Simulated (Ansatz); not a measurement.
# What moves the field gradients of Zn2InGaO5?

Cell of run 1: a computed structure from the Materials Project (it need not be an observed phase), atoms as given.

```yaml
crystal:
  lattice:
    - [3.34611, 0.00000, 0.00000]
    - [-1.67306, 2.89782, 0.00000]
    - [0.00000, 0.00000, 22.74547]
  atoms:
    - { symbol: Zn, position: [0.33333, 0.66667, 0.63543] }
    - { symbol: Zn, position: [0.33333, 0.66667, 0.86457] }
    - { symbol: Zn, position: [0.66667, 0.33333, 0.13543] }
    - { symbol: Zn, position: [0.66667, 0.33333, 0.36457] }
    - { symbol: In, position: [0.00000, 0.00000, 0.50000] }
    - { symbol: In, position: [0.00000, 0.00000, 0.00000] }
    - { symbol: Ga, position: [0.00000, 0.00000, 0.75000] }
    - { symbol: Ga, position: [0.00000, 0.00000, 0.25000] }
    - { symbol: O, position: [0.33333, 0.66667, 0.54814] }
    - { symbol: O, position: [0.00000, 0.00000, 0.66220] }
    - { symbol: O, position: [0.33333, 0.66667, 0.75000] }
    - { symbol: O, position: [0.00000, 0.00000, 0.83780] }
    - { symbol: O, position: [0.33333, 0.66667, 0.95186] }
    - { symbol: O, position: [0.66667, 0.33333, 0.04814] }
    - { symbol: O, position: [0.00000, 0.00000, 0.16220] }
    - { symbol: O, position: [0.66667, 0.33333, 0.25000] }
    - { symbol: O, position: [0.00000, 0.00000, 0.33780] }
    - { symbol: O, position: [0.66667, 0.33333, 0.45186] }
```

Atom numbers follow the list; atoms alike are taken as one site, whose name carries the number of the first.

All runs are DFT with Ansatz 0.2.0 (plane waves and PAW, scalar-relativistic unless spin–orbit coupling is named, Γ-centred meshes, Fermi–Dirac smearing where given) in this cell.

Run 1: PBE, gradients read without the response of the cores, atoms as given; 420 eV, 7×7×1 k-points, smearing 0.02 eV.
Run 2: r2SCAN, gradients read without the response of the cores, atoms as given; 500 eV, 7×7×1 k-points, smearing 0.02 eV.
Run 3: PBE with spin–orbit coupling, gradients read without the response of the cores, atoms as given; 420 eV, 7×7×1 k-points, smearing 0.02 eV.

Question: What does each run give, and what moves the gradients most?

Answer: 

```
run  In V_zz (η)   Ga V_zz (η)  O9 V_zz (η)  O10 V_zz (η)   O11 V_zz (η)
  1  6.54 (0.00)  -4.05 (0.00)  1.14 (0.00)   1.39 (0.00)  -10.69 (0.00)
  2  6.37 (0.00)  -3.94 (0.00)  0.91 (0.00)   1.44 (0.00)  -10.91 (0.00)
  3  6.52 (0.00)  -4.05 (0.00)  1.13 (0.00)   1.39 (0.00)  -10.70 (0.00)
```

V_zz in 10²¹ V/m²; 5 of the 6 sets of like atoms are followed. Against run 1, the gradient tensors on these sites move by at most 0.23 in run 2 (O9), 0.02 in run 3. Taken one at a time, the functional (r2SCAN with its higher cutoff) moves the tensors on these sites by up to 0.23 (largest principal value of the change, on O9), spin–orbit coupling by 0.02.

The cell isn't the equilibrium one in run 2 (calculated pressure -7 GPa), and the entry's cell may itself be off.
